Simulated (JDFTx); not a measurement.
**TiAl under changes of volume**

One of the cells (16.065 Å³/atom); the others are scaled copies at fixed shape and fractional positions:

```
Ti Al
1.0
     3.17906    0.00000    0.00000
     0.00000    3.17906    0.00000
     0.00000    0.00000    3.17906
Ti Al
1 1
Direct
  0.00000 0.00000 0.00000
  0.50000 0.50000 0.50000
```

The cell comes from a database or a generator and needn't be the stable form of this composition.

| Item | Value |
| --- | --- |
| Program | JDFTx 1.7.0 (patched build) |
| Functional | PBE |
| Potentials or basis | PseudoDojo-SR-PBE-0.5-standard |
| Cutoff | 1143 eV |
| Density cutoff | 4572 eV |
| k mesh | 8 × 8 × 8 |
| Occupations | fermi-dirac, width 0.05 eV |
| Spin | no spin polarisation |

```csv
volume (Å³/atom),energy over the lowest point (meV/atom),pressure (GPa)
15.101,27.19,8.7
15.422,?,?
15.743,3.81,3.2
16.065,0.00,1.0
16.386,0.78,-1.4
16.707,5.73,-3.4
17.028,14.45,-5.2
```

Problem. What does the run at 15.422 Å³/atom give?

Solution. Energy over the lowest point 12.70 meV/atom; pressure 5.8 GPa.

Worked out: A Birch-Murnaghan fit of order 3 (a polynomial in V^(-2/3)) to the other rows has its minimum at 16.17 Å³/atom with B0 = V·E''(V) = 112 GPa and B' = 4.0. It gives 12.70 meV/atom at 15.422 Å³/atom, against the run's 12.70, and -dE/dV = 5.8 GPa, against 5.8.

Energies are extrapolated to zero smearing.
